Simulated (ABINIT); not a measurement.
Input of an ABINIT 10.8.3 (patched build) run:

run.abi

```
# Pseudopotentials
pp_dirpath "./"
pseudos "Sb.upf, Ga.upf"

# Structure
acell 8.0057794157 8.0057794157 8.0057794157
rprim
    -0.3672630252     0.6314217255     0.6829527619
     0.3672630252    -0.6314217255     0.6829527619
     0.3672630252     0.6314217255    -0.6829527619
ntypat 2
znucl 51 31
natom 2
typat 1 2
xred
     0.5000000000     0.5000000000     0.0000000000
     0.0000000000     0.0000000000     0.0000000000
chkprim 0
chksymtnons 0
tolsym 1.0e-6

# Plane-wave basis
ecut 40.0

# k points
kptopt 1
ngkpt 8 8 8
nshiftk 1
shiftk 0.0 0.0 0.0

# Exchange and correlation
ixc 11

# Bands and occupations
nband 18
occopt 3
tsmear 0.00183747

# SCF cycle
nstep 100
tolvrs 1.0e-10

# Output
iomode 3
prtwf 0
prteig 0
prtebands 0
prtden 1
prtvha 1
prtvclmb 1
prtpot 1
prtelf 1
```

Potentials or basis: PseudoDojo NC SR PBE v0.4.1 standard.

Run with:

```console
$ mpirun --bind-to none -np 4 abinit run.abi > log 2>&1
```

**Question.** Estimate the pressure.

**Answer.** -0.2 GPa.

**Question.** Predict the band gap on the k mesh.

**Answer.** None (metal or under the smearing width).

Stress tensor (GPa, compression positive):
```
 2.44  0.00  0.00
 0.00 -1.15  0.00
 0.00  0.00 -1.89
```

Spin-orbit coupling is left out, which matters for the levels of Sb.
